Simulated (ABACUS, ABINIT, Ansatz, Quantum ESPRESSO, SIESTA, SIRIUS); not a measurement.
## One calculation of SnSe, 6 ways

```xyz
8
Lattice="11.4200 0.0000 0.0000 0.0000 4.1900 0.0000 0.0000 0.0000 4.4600" Properties=species:S:1:pos:R:3 pbc="T T T"
Sn   10.0153    3.1425    4.0541
Sn    7.1147    1.0475    1.8241
Sn    4.3053    3.1425    2.6359
Sn    1.4047    1.0475    0.4059
Se    7.3431    3.1425    4.3886
Se    9.7869    1.0475    2.1586
Se    1.6331    3.1425    2.3014
Se    4.0769    1.0475    0.0714
```

Alike in all runs: task single point; functional PBE; k mesh 3 × 6 × 6; occupations fermi-dirac, width 0.05 eV; no spin polarisation; no spin-orbit coupling. Pressure is positive in compression and, in plane waves, holds the error of the finite cutoff.

```json
{"program and potentials": "SIESTA, files PseudoDojo sr-pbe-0.4.1-standard, DZP (energy shift 0.003 Ry; two zetas on semicore shells)", "plane-wave cutoff (eV)": "-", "notes": "atomic basis; 15 valence electrons an atom on average", "pressure (GPa)": "3.96", "largest force (eV/Å)": "0.727"}
{"program and potentials": "Quantum ESPRESSO, SSSP 1.3 efficiency PBE", "plane-wave cutoff (eV)": "816", "notes": "10 valence electrons an atom on average", "pressure (GPa)": "2.44", "largest force (eV/Å)": "0.323"}
{"program and potentials": "SIRIUS, PseudoDojo 0.4.1 PBE standard (scalar relativistic)", "plane-wave cutoff (eV)": "1177", "notes": "15 valence electrons an atom on average", "pressure (GPa)": "2.49", "largest force (eV/Å)": "0.344"}
{"program and potentials": "ABACUS, PseudoDojo NC SR 0.4.1 PBE standard, plane waves", "plane-wave cutoff (eV)": "1184", "notes": "15 valence electrons an atom on average", "pressure (GPa)": "2.49", "largest force (eV/Å)": "0.343"}
{"program and potentials": "Ansatz, all-electron LAPW, scalar-relativistic", "plane-wave cutoff (eV)": "-", "notes": "-", "pressure (GPa)": "2.39", "largest force (eV/Å)": "0.309"}
{"program and potentials": "ABINIT, JTH PAW PBE v2.0", "plane-wave cutoff (eV)": "599", "notes": "10 valence electrons an atom on average", "pressure (GPa)": "2.39", "largest force (eV/Å)": "0.308"}
```

Force on atom 1 (Sn), eV/Å:

```
                                                                                   program and potentials      x      y       z
SIESTA, files PseudoDojo sr-pbe-0.4.1-standard, DZP (energy shift 0.003 Ry; two zetas on semicore shells)  0.709  0.000   0.163
                                                                Quantum ESPRESSO, SSSP 1.3 efficiency PBE  0.323  0.000  -0.012
                                              SIRIUS, PseudoDojo 0.4.1 PBE standard (scalar relativistic)  0.344  0.000  -0.008
                                                 ABACUS, PseudoDojo NC SR 0.4.1 PBE standard, plane waves  0.343  0.000  -0.005
                                                           Ansatz, all-electron LAPW, scalar-relativistic  0.309  0.000  -0.020
                                                                                 ABINIT, JTH PAW PBE v2.0  0.308  0.000  -0.019
```

The pressure spans 2.39 (Ansatz, all-electron LAPW, scalar-relativistic) to 3.96 GPa (SIESTA, files PseudoDojo sr-pbe-0.4.1-standard, DZP (energy shift 0.003 Ry; two zetas on semicore shells)), with all-electron results at 2.39. Rows in atomic bases carry the error of their basis and grid, which can be large.

The functional is the same throughout but for its coding, so the spread measures potentials, basis and numerics; runs on potential files found faulty are left out.
